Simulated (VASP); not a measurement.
TiAl:

```
CELL_PARAMETERS angstrom
3.17906 0.00000 0.00000
0.00000 3.17906 0.00000
0.00000 0.00000 3.17906
ATOMIC_POSITIONS crystal
Ti 0.00000 0.00000 0.00000
Al 0.50000 0.50000 0.50000
```

The cell comes from a database or a generator and needn't be the stable form of this composition.

- Program: VASP 6.6.1
- Task: relaxation of cell and atoms
- Functional: PBE
- Dispersion: TS
- Potentials or basis: VASP PAW PBE potentials, release 64 (Ti_pv, Al)
- Cutoff: 600 eV
- k mesh: 8 × 8 × 8
- Occupations: methfessel-paxton, width 0.2 eV
- Spin: no spin polarisation

At the start: pressure -8.5 GPa; volume 16.06 Å³/atom.

Question: Where does the relaxation end?

Answer: Over 4 steps the energy falls by 27.5 meV/atom and the volume is 14.95 Å³/atom (-6.9 %); space group Pm-3m (No. 221, to 0.05 Å).

The path:
```tsv
step	energy change (eV)	largest force (eV/Å)	pressure (GPa)	volume (Å³)
1	0.0000	0.0000	-8.46	32.13
2	-0.0134	0.0000	7.84	28.34
3	-0.0551	0.0000	-0.88	30.09
4	-0.0550	0.0000	-0.05	29.90
```

Final structure:
```xyz
2
Lattice="3.1038 0.0000 0.0000 0.0000 3.1038 0.0000 0.0000 0.0000 3.1038" Properties=species:S:1:pos:R:3 pbc="T T T"
Ti    0.0000    0.0000    0.0000
Al    1.5519    1.5519    1.5519
```

Caveat: atom-pairwise D2, TS and ULG terms overbind metals; pairwise dispersion overbinds metals, which lowers pressure and volume.
